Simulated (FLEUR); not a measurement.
# CuAu (R-3m) in FLEUR: further runs

The runs below take CuAu through equation of state, with PBEsol.

Program: FLEUR MaX-R8.1 (later development tree). These are calculated values, not measurements. Logs are shortened: lines on timing, memory, paths and dates and some standing lists are left out, and cuts for length are marked.

## Step 1: Starting point

It takes space group R-3m (No. 166, trigonal). The conventional cell has a = 2.886 Å, b = 2.886 Å, c = 12.769 Å, α = 90.00°, β = 90.00°, γ = 120.00°. Au (site symmetry -3m) has 6 Cu at 2.70 Å and 6 Au at 2.89 Å as nearest neighbours. Cu (site symmetry -3m) has 6 Au at 2.70 Å and 6 Cu at 2.89 Å as nearest neighbours.

The cell comes from a database or a generator and needn't be the stable form of this composition.

## Step 2: Equation of state, PBEsol, 14.43 Å³/atom (volume scaled by 0.94)

The input, inp.xml:

```xml
<?xml version="1.0" encoding="UTF-8" standalone="no"?>
<fleurInput fleurInputVersion="0.39">
   <comment>
      CuAu                                                                                                
   </comment>
   <calculationSetup>
      <cutoffs Kmax="4.28" Gmax="13.3" GmaxXC="13.3" numbands="0"/>
      <scfLoop itmax="60" minDistance="0.00001" maxIterBroyd="15" imix="Anderson" alpha="0.05" precondParam="0.0" spinf="2.0" sdNocoIR="T"/>
      <coreElectrons ctail="T" frcor="F" kcrel="0" coretail_lmax="0"/>
      <xcFunctional name="PBEs" relativisticCorrections="F"/>
      <magnetism jspins="1"/>
      <soc l_soc="F" theta="0.0" phi="0.0" spav="F"/>
      <expertModes spex="0" secvar="F"/>
      <geometryOptimization l_f="F" forcealpha="1.0" forcemix="BFGS" epsdisp="0.0005" epsforce="0.0002"/>
      <ldaU l_linMix="F" mixParam="0.05" spinf="1.0"/>
   </calculationSetup>
   <cell>
      <bzIntegration valenceElectrons="38.0" mode="hist" fermiSmearingEnergy="0.00183747">
         <kPointListSelection listName="default-1"/>
         <!-- k-points included here -->
         <xi:include xmlns:xi="http://www.w3.org/2001/XInclude" href="kpts.xml"> </xi:include>
      </bzIntegration>
      <!-- symmetry operations included here -->
      <xi:include xmlns:xi="http://www.w3.org/2001/XInclude" href="sym.xml"> </xi:include>
      <bulkLattice scale="0.9795861087">
         <bravaisMatrix>
            <row-1>    2.7269822247595585     1.5744239215572673     8.0429970776313890</row-1>
            <row-2>   -2.7269822247595585     1.5744239215572673     8.0429970776313890</row-2>
            <row-3>    0.0000000000000000    -3.1488478431145346     8.0429970776313890</row-3>
         </bravaisMatrix>
      </bulkLattice>
   </cell>
   <atomSpecies>
      <species name="Gold (Au)" element="Au" atomicNumber="79">
         <mtSphere radius="2.29" gridPoints="783" logIncrement="0.017"/>
         <atomicCutoffs lmax="9" lnonsphr="9"/>
         <electronConfig flipSpins="F">
            <coreConfig>(1s1/2) (2s1/2) (2p1/2) (2p3/2) (3s1/2) (3p1/2) (3p3/2) (4s1/2) (3d3/2) (3d5/2) (4p1/2) (4p3/2) (4d3/2) (4d5/2) (4f5/2) (4f7/2)</coreConfig>
            <valenceConfig>(5s1/2) (5p1/2) (5p3/2) (6s1/2) (5d3/2) (5d5/2)</valenceConfig>
            <stateOccupation state="(6s1/2)" spinUp="0.500000" spinDown="0.500000"/>
         </electronConfig>
         <energyParameters s="6" p="6" d="5" f="5"/>
         <lo type="SCLO" l="0" n="5" eDeriv="0"/>
         <lo type="SCLO" l="1" n="5" eDeriv="0"/>
         <lo type="SCLO" l="1" n="5" eDeriv="1"/>
         <lo type="SCLO" l="2" n="5" eDeriv="2"/>
         <lo type="SCLO" l="3" n="5" eDeriv="2"/>
      </species>
      <species name="Copper (Cu)" element="Cu" atomicNumber="29">
         <mtSphere radius="2.29" gridPoints="783" logIncrement="0.016"/>
         <atomicCutoffs lmax="9" lnonsphr="9"/>
         <electronConfig flipSpins="F">
            <coreConfig>(1s1/2) (2s1/2) (2p1/2) (2p3/2)</coreConfig>
            <valenceConfig>(3s1/2) (3p1/2) (3p3/2) (4s1/2) (3d3/2) (3d5/2)</valenceConfig>
            <stateOccupation state="(4s1/2)" spinUp="0.500000" spinDown="0.500000"/>
         </electronConfig>
         <energyParameters s="4" p="4" d="3" f="4"/>
         <lo type="SCLO" l="0" n="3" eDeriv="0"/>
         <lo type="SCLO" l="1" n="3" eDeriv="0"/>
         <lo type="SCLO" l="1" n="3" eDeriv="1"/>
         <lo type="SCLO" l="2" n="3" eDeriv="2"/>
         <lo type="SCLO" l="3" n="4" eDeriv="2"/>
      </species>
   </atomSpecies>
   <atomGroups>
      <atomGroup species="Gold (Au)">
         <relPos label="                   1">.0000000000 .0000000000 .0000000000</relPos>
         <force calculate="T" relaxXYZ="TTT"/>
      </atomGroup>
      <atomGroup species="Copper (Cu)">
         <relPos label="                   2">1.000/2.000 1.000/2.000 1.000/2.000</relPos>
         <force calculate="T" relaxXYZ="TTT"/>
      </atomGroup>
   </atomGroups>
   <output dos="F" band="F" slice="F">
      <checks vchk="F" cdinf="F"/>
      <bandDOS minEnergy="-.5*Htr" maxEnergy="0.5*Htr" sigma="0.015" storeEVData="T"/>
      <vacuumDOS vacdos="F" integ="F" star="F" nstars="0" locx1="0.0" locy1="0.0" locx2="0.0" locy2="0.0" nstm="0" tworkf="0.0"/>
      <unfoldingBand unfoldBand="F" supercellX="1" supercellY="1" supercellZ="1"/>
      <plotting iplot="0" polar="F">
         <plot TwoD="T" vec1="  1.0  0.0  0.0" vec2="  0.0  1.0  0.0" vec3="  0.0  0.0  1.0" zero="  0.0  0.0  0.0" file="plot"/>
      </plotting>
      <chargeDensitySlicing numkpt="0" minEigenval="0.0" maxEigenval="0.0" nnne="0" pallst="F"/>
      <specialOutput eonly="F"/>
      <moessbauerParams electricFieldGradient="T" isomerShift="T" coreHyperfine="T" valenceHyperfine="T"/>
      <magneticCircularDichroism mcd="F" energyLo="-10.0" energyUp="0.0"/>
   </output>
  <!-- We include the file relax.xml here to enable relaxations (see documentation) -->
  <xi:include xmlns:xi="http://www.w3.org/2001/XInclude" href="relax.xml"> <xi:fallback/> </xi:include>
</fleurInput>
```

Potentials or basis: all-electron, FLAPW.

On the command line:

```
inpgen -f crystal.txt -profile fastHighL
# inp.xml edited to the form shown
fleur_MPI
```

What it wrote:

```text
Welcome to FLEUR        (www.flapw.de)
      MaX-Release 8.1          (www.max-centre.eu)

 ========== k-point set info ==========
 Selected k-point list: default-1
 k-point list type: mesh
 11 x 11 x 11
 Number of k points: 146

 ------------Calculation Setup---------------------------
 Number of MPI-tasks      :            1
 Number of PE/node        :            1
 Number of OMP-threads    :            1
 Most efficient MPI parallelization for:
           1           2          73         146
 Additional eigenvalue parallelization possible
 Number of basis functions:          341
 Approximate size of matrices (H+S) per k-point:         0.002 GB
 --------------------------------------------------------
 Iteration:     1   Distance:      25.56053117 me/bohr^3
 Iteration:     2   Distance:      19.37677912 me/bohr^3
 Iteration:     3   Distance:      10.52786017 me/bohr^3
 Iteration:     4   Distance:       7.32635705 me/bohr^3
 Iteration:     5   Distance:       8.30435868 me/bohr^3
 Iteration:     6   Distance:       1.69027784 me/bohr^3
 Iteration:     7   Distance:       1.65890423 me/bohr^3
 Iteration:     8   Distance:       0.57405286 me/bohr^3
 Iteration:     9   Distance:       0.39947151 me/bohr^3
 Iteration:    10   Distance:       0.06182678 me/bohr^3
 Iteration:    11   Distance:       0.03305768 me/bohr^3
 Iteration:    12   Distance:       0.00795161 me/bohr^3
 Iteration:    13   Distance:       0.00911156 me/bohr^3
 Iteration:    14   Distance:       0.00080928 me/bohr^3
 Iteration:    15   Distance:       0.00043609 me/bohr^3
 Iteration:    16   Distance:       0.00029795 me/bohr^3
 Iteration:    17   Distance:       0.00010998 me/bohr^3
 Iteration:    18   Distance:       0.00005956 me/bohr^3
 Iteration:    19   Distance:       0.00001520 me/bohr^3
 Iteration:    20   Distance:       0.00000290 me/bohr^3

 ********************************************************************
 Run finished successfully
 Stop message:
   all done
 ********************************************************************
```

It took 2.1 min on 1 thread of Arm Neoverse V2, shared host; peak memory 0.07 GiB.

What came out:

* Free energy: -563176.7453 eV
* Band gap on the k mesh: none (metal or under the smearing width)
* Valence electrons inside the program's atomic spheres: Au 16.78; Cu 17.97 (radii Au 2.29, Cu 2.29 bohr)

## Step 3: Equation of state, PBEsol, 14.74 Å³/atom (volume scaled by 0.96)

Edit inp.xml of step 2 so:

```diff
@@ -24,3 +24,3 @@
       <xi:include xmlns:xi="http://www.w3.org/2001/XInclude" href="sym.xml"> </xi:include>
-      <bulkLattice scale="0.9795861087">
+      <bulkLattice scale="0.9864848297">
          <bravaisMatrix>
```

Potentials or basis: all-electron, FLAPW.

On the command line:

```
inpgen -f crystal.txt -profile fastHighL
# inp.xml edited to the form shown
fleur_MPI
```

It took 2.2 min on 1 thread of Arm Neoverse V2, shared host; peak memory 0.08 GiB.

The run converged. Its results:

```
Free energy                                           : -563176.7421 eV
Band gap on the k mesh                                : none (metal or under the smearing width)
Valence electrons inside the program's atomic spheres : Au 16.76; Cu 17.95 (radii Au 2.29, Cu 2.29 bohr)
```

## Step 4: Equation of state, PBEsol, 15.04 Å³/atom (volume scaled by 0.98)

Edit inp.xml of step 3 so:

```diff
@@ -24,3 +24,3 @@
       <xi:include xmlns:xi="http://www.w3.org/2001/XInclude" href="sym.xml"> </xi:include>
-      <bulkLattice scale="0.9864848297">
+      <bulkLattice scale="0.9932883884">
          <bravaisMatrix>
```

On the command line:

```
inpgen -f crystal.txt -profile fastHighL
# inp.xml edited to the form shown
fleur_MPI
```

Wall time 2.3 min (1 thread of Arm Neoverse V2, shared host); peak memory 0.08 GiB.

The run converged. Its results:

| Property | Result |
| --- | --- |
| Free energy | -563176.7265 eV |
| Band gap on the k mesh | none (metal or under the smearing width) |
| Valence electrons inside the program's atomic spheres | Au 16.75; Cu 17.92 (radii Au 2.29, Cu 2.29 bohr) |

## Step 5: Equation of state, PBEsol, 15.35 Å³/atom

Edit inp.xml of step 4 so:

```diff
@@ -24,3 +24,3 @@
       <xi:include xmlns:xi="http://www.w3.org/2001/XInclude" href="sym.xml"> </xi:include>
-      <bulkLattice scale="0.9932883884">
+      <bulkLattice scale="1.0000000000">
          <bravaisMatrix>
```

On the command line:

```
inpgen -f crystal.txt -profile fastHighL
# inp.xml edited to the form shown
fleur_MPI
```

It took 2.3 min on 1 thread of Arm Neoverse V2, shared host; peak memory 0.08 GiB.

It converged, with:

```
Free energy                                           : -563176.7003 eV
Band gap on the k mesh                                : none (metal or under the smearing width)
Valence electrons inside the program's atomic spheres : Au 16.73; Cu 17.90 (radii Au 2.29, Cu 2.29 bohr)
```

## Step 6: Equation of state, PBEsol, 15.66 Å³/atom (volume scaled by 1.02)

Edit inp.xml of step 5 so:

```diff
@@ -24,3 +24,3 @@
       <xi:include xmlns:xi="http://www.w3.org/2001/XInclude" href="sym.xml"> </xi:include>
-      <bulkLattice scale="1.0000000000">
+      <bulkLattice scale="1.0066227096">
          <bravaisMatrix>
```

Potentials or basis: all-electron, FLAPW.

On the command line:

```
inpgen -f crystal.txt -profile fastHighL
# inp.xml edited to the form shown
fleur_MPI
```

It took 2.5 min on 1 thread of Arm Neoverse V2, shared host; peak memory 0.08 GiB.

The run converged. Its results:

```
Free energy                                           : -563176.6649 eV
Band gap on the k mesh                                : none (metal or under the smearing width)
Valence electrons inside the program's atomic spheres : Au 16.72; Cu 17.88 (radii Au 2.29, Cu 2.29 bohr)
```

## Step 7: Equation of state, PBEsol, 15.97 Å³/atom (volume scaled by 1.04)

Edit inp.xml of step 6 so:

```diff
@@ -24,3 +24,3 @@
       <xi:include xmlns:xi="http://www.w3.org/2001/XInclude" href="sym.xml"> </xi:include>
-      <bulkLattice scale="1.0066227096">
+      <bulkLattice scale="1.0131594038">
          <bravaisMatrix>
```

On the command line:

```
inpgen -f crystal.txt -profile fastHighL
# inp.xml edited to the form shown
fleur_MPI
```

It took 2.5 min on 1 thread of Arm Neoverse V2, shared host; peak memory 0.08 GiB.

It converged, with:

- Free energy: -563176.6215 eV
- Band gap on the k mesh: none (metal or under the smearing width)
- Valence electrons inside the program's atomic spheres: Au 16.71; Cu 17.86 (radii Au 2.29, Cu 2.29 bohr)

## Step 8: Equation of state, PBEsol, 16.27 Å³/atom (volume scaled by 1.06)

Edit inp.xml of step 7 so:

```diff
@@ -24,3 +24,3 @@
       <xi:include xmlns:xi="http://www.w3.org/2001/XInclude" href="sym.xml"> </xi:include>
-      <bulkLattice scale="1.0131594038">
+      <bulkLattice scale="1.0196128224">
          <bravaisMatrix>
```

On the command line:

```
inpgen -f crystal.txt -profile fastHighL
# inp.xml edited to the form shown
fleur_MPI
```

It took 2.5 min on 1 thread of Arm Neoverse V2, shared host; peak memory 0.08 GiB.

Results (log left out):

```
Free energy                                           : -563176.5711 eV
Band gap on the k mesh                                : none (metal or under the smearing width)
Valence electrons inside the program's atomic spheres : Au 16.70; Cu 17.84 (radii Au 2.29, Cu 2.29 bohr)
```

## Step 9: Equation of state, PBEsol

Potentials or basis: all-electron, FLAPW.

No new run: the results of the series are fitted here.

What came out:

```yaml
Equilibrium_volume: 14.51 Å³/atom
Bulk_modulus_at_fixed_shape_and_positions: 167 GPa
Pressure_derivative_of_the_bulk_modulus: 5.6
```

Energy against volume, from the lowest point:
| volume (Å³/atom) | energy (meV/atom) |
| --- | --- |
| 14.430 | 0.00 |
| 14.737 | 1.60 |
| 15.044 | 9.39 |
| 15.351 | 22.47 |
| 15.658 | 40.18 |
| 15.965 | 61.86 |
| 16.272 | 87.09 |

Caveat: the cell was scaled at fixed shape and fractional positions, which overstates the stiffness of a crystal with free parameters, most of all of layers and chains.
